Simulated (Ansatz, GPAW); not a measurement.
FeO: 3 runs at one level of theory

```
CELL_PARAMETERS angstrom
1.51882 0.87689 2.51958
-1.51882 0.87689 2.51958
0.00000 -1.75378 2.51958
ATOMIC_POSITIONS crystal
Fe 0.00000 0.00000 0.00000
O 0.50000 0.50000 0.50000
```

Alike in all runs: task single point; functional PBE; k mesh 11 × 11 × 11; occupations gaussian, width 0.05 eV; collinear spin, ferromagnetic start; no spin-orbit coupling. Pressure is positive in compression and, in plane waves, holds the error of the finite cutoff, which Ansatz's Pulay term estimates and takes out.

```csv
program and potentials,plane-wave cutoff (eV),notes,pressure (GPa),net moment per atom (μB)
"Ansatz, Ansatz PAW",420,11 valence electrons an atom on average; Pulay term of +0.64 GPa included,-1.25,2.00
"Ansatz, all-electron LAPW, scalar-relativistic",-,-,-1.33,2.00
"GPAW, GPAW PAW data sets (gpaw-data 1.2.1)",800,7 valence electrons an atom on average,-0.27,2.00
```

The pressure spans -1.33 (Ansatz, all-electron LAPW, scalar-relativistic) to -0.27 GPa (GPAW, GPAW PAW data sets (gpaw-data 1.2.1)), with all-electron results at -1.33. All agree on the net moment per atom. The state is the one that the start led to, which needn't be the lowest.

Differences between rows come from potentials, basis sets and numerical settings, since the functional is the same but for its coding. Runs on potential files found faulty are left out.
